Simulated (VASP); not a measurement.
# CsPbCl₃: molecular dynamics at constant energy

CsPbCl₃, R32 (no. 155), 10 atoms in the cell. PBE, molecular dynamics; PAW potentials Pb, Cs_sv, Cl (PBE set).

Ensemble: NVE; Starting temperature (K): 1600.

## Input

INCAR:
```
SYSTEM = CsPbCl3
GGA      = PE             ! functional
PREC     = Normal         ! precision mode
ENCUT    = 260            ! plane-wave cutoff, eV
EDIFF    = 1E-6           ! SCF threshold, eV
NELMIN   = 4            
NELM     = 60             ! most SCF steps
ALGO     = Normal         ! electronic algorithm
LREAL    = Auto         
LASPH    = .True.         ! aspherical terms in the spheres
ISMEAR   = 0              ! smearing method
SIGMA    = 0.05           ! smearing width, eV
ISYM     = 0            
LWAVE    = .False.        ! write WAVECAR
LCHARG   = .False.        ! write CHGCAR
IBRION   = 0              ! ionic algorithm
NSW      = 60             ! ionic steps
POTIM    = 2.0            ! step
TEBEG    = 1600         
ISIF     = 2              ! what is computed and relaxed
RANDOM_SEED= 941197 0 0   
MDALGO   = 1            
ANDERSEN_PROB= 0.0          
KPAR     = 2             
```

KPOINTS:
```
k-points
0
Monkhorst-Pack
  1 2 2
```

POSCAR:
```
CsPbCl3
1.0
    8.0063102312      4.6224453672      6.5911109148
   -4.0031551156      2.3112226836      3.2955554574
    0.0000000000     -4.6224453672      3.2955554574
Pb Cs Cl
2 2 6
Direct
    0.0000000000      0.0000000000      0.0000000000
    0.5000000000      0.0000000000      0.0000000000
    0.2500000000      0.5000000000      0.5000000000
    0.7500000000      0.5000000000      0.5000000000
    0.4906998500      0.5000000000      0.0186003000
    0.9906998500      0.5000000000      0.0186003000
    0.0093001500      0.9813997000      0.5000000000
    0.5093001500      0.9813997000      0.5000000000
    0.2500000000      0.0186003000      0.9813997000
    0.7500000000      0.0186003000      0.9813997000
```

Commands:
```
cat potpaw_PBE.64/Pb/POTCAR potpaw_PBE.64/Cs_sv/POTCAR potpaw_PBE.64/Cl/POTCAR > POTCAR
mpirun -np 2 vasp_std > vasp.out
```

## Result

- Spread of the conserved energy (meV/atom): 0.05
- Rise of the mean potential energy above the start (meV/atom): 74.0
- Mean temperature (K): 963
- Electronic steps per ionic step after the first: 4.3

Course of the run:

| Time (fs) | Temperature (K) | Potential energy less the first (meV/atom) | Conserved energy less the first (meV/atom) |
|---|---|---|---|
| 2 | 1598 | 0.0 | 0.00 |
| 12 | 1546 | 6.1 | -0.01 |
| 20 | 1460 | 16.1 | 0.01 |
| 30 | 1311 | 33.4 | 0.03 |
| 38 | 1173 | 49.5 | 0.04 |
| 48 | 1000 | 69.6 | 0.04 |
| 56 | 878 | 83.8 | 0.04 |
| 66 | 760 | 97.6 | 0.04 |
| 74 | 693 | 105.4 | 0.04 |
| 84 | 640 | 111.6 | 0.03 |
| 92 | 619 | 113.9 | 0.03 |
| 102 | 618 | 114.0 | 0.03 |
| 110 | 633 | 112.3 | 0.02 |
| 120 | 665 | 108.5 | 0.02 |

The mean temperature lies below the starting 1600 K, since the atoms start on their sites and part of their kinetic energy turns into potential energy.

REPORT:
```
MDALGO =   1
         ANDERSEN_PROB =  0.00000000
               SCALING =       0
                 CNEXP =     9.000   14.000
           RANDOM_SEED =            941197                0                0

   original number of atomic DOF:         27
   number of independent constraints:      0
   number of active DOF:                  27

========================================
         MD step No.       1
========================================

  Atomic velocities initialized by STEP_tb

  >Energies
                    E_tot             E_pot             E_kin               EPS                ES
   e_b>   -0.33620683E+02   -0.35479898E+02    0.18592153E+01    0.00000000E+00    0.00000000E+00

  >Temperature
               T_sim     T_inst
   tmprt>   1600.000   1598.160

  >Thermostat, num. of collisions:                0

           RANDOM_SEED =            941197              120                0

[... steps left out ...]

========================================
         MD step No.      60
========================================

  >Energies
                    E_tot             E_pot             E_kin               EPS                ES
   e_b>   -0.33620501E+02   -0.34394676E+02    0.77417525E+00    0.00000000E+00    0.00000000E+00

  >Temperature
               T_sim     T_inst
   tmprt>   1600.000    665.472

  >Thermostat, num. of collisions:                0

           RANDOM_SEED =            941197             3660                0
```

OSZICAR:
```
N       E                     dE             d eps       ncg     rms          rms(c)
DAV:   1     0.398651968360E+03    0.39865E+03   -0.18904E+04   160   0.804E+02
DAV:   2     0.232006175719E+01   -0.39633E+03   -0.38795E+03   224   0.206E+02
DAV:   3    -0.366590541886E+02   -0.38979E+02   -0.38864E+02   192   0.775E+01
DAV:   4    -0.372687488563E+02   -0.60969E+00   -0.60869E+00   192   0.114E+01
DAV:   5    -0.372840519222E+02   -0.15303E-01   -0.15299E-01   192   0.168E+00    0.149E+01
DAV:   6    -0.355654981613E+02    0.17186E+01   -0.37911E+00   192   0.630E+00    0.948E+00
DAV:   7    -0.354725177275E+02    0.92980E-01   -0.17041E+00   208   0.396E+00    0.507E+00
DAV:   8    -0.354785222085E+02   -0.60045E-02   -0.12367E-01   192   0.134E+00    0.230E+00
DAV:   9    -0.354784091230E+02    0.11309E-03   -0.18403E-02   200   0.485E-01    0.823E-01
DAV:  10    -0.354796795412E+02   -0.12704E-02   -0.20525E-03   192   0.192E-01    0.112E-01
DAV:  11    -0.354797485336E+02   -0.68992E-04   -0.27110E-04   192   0.648E-02    0.998E-02
DAV:  12    -0.354798905578E+02   -0.14202E-03   -0.21274E-04   176   0.652E-02    0.201E-02
[... left out ...]
     58 T=   651. E= -.33620499E+02 F= -.34377541E+02 E0= -.34377541E+02  EK= 0.75704E+00 SP= 0.00E+00 SK= 0.00E+00
     59 T=   658. E= -.33620499E+02 F= -.34385740E+02 E0= -.34385740E+02  EK= 0.76524E+00 SP= 0.00E+00 SK= 0.00E+00
[... last step whole ...]
       N       E                     dE             d eps       ncg     rms          rms(c)
DAV:   1    -0.343946605851E+02   -0.89201E-02   -0.11175E-02   192   0.188E+00    0.200E-02
DAV:   2    -0.343946764993E+02   -0.15914E-04   -0.17260E-04   160   0.623E-02    0.145E-02
DAV:   3    -0.343946764248E+02    0.74499E-07   -0.19808E-06   144   0.765E-03    0.958E-03
DAV:   4    -0.343946761842E+02    0.24058E-06   -0.40256E-07   104   0.334E-03
     60 T=   665. E= -.33620501E+02 F= -.34394676E+02 E0= -.34394676E+02  EK= 0.77418E+00 SP= 0.00E+00 SK= 0.00E+00
```

Limits: 120 fs of 10 atoms are too short for converged averages.

VASP 6.6.1 took 198 s on 2 cores (Intel Xeon Platinum 8259CL @ 2.50GHz (Skylake/Cascade Lake)), a shared host.
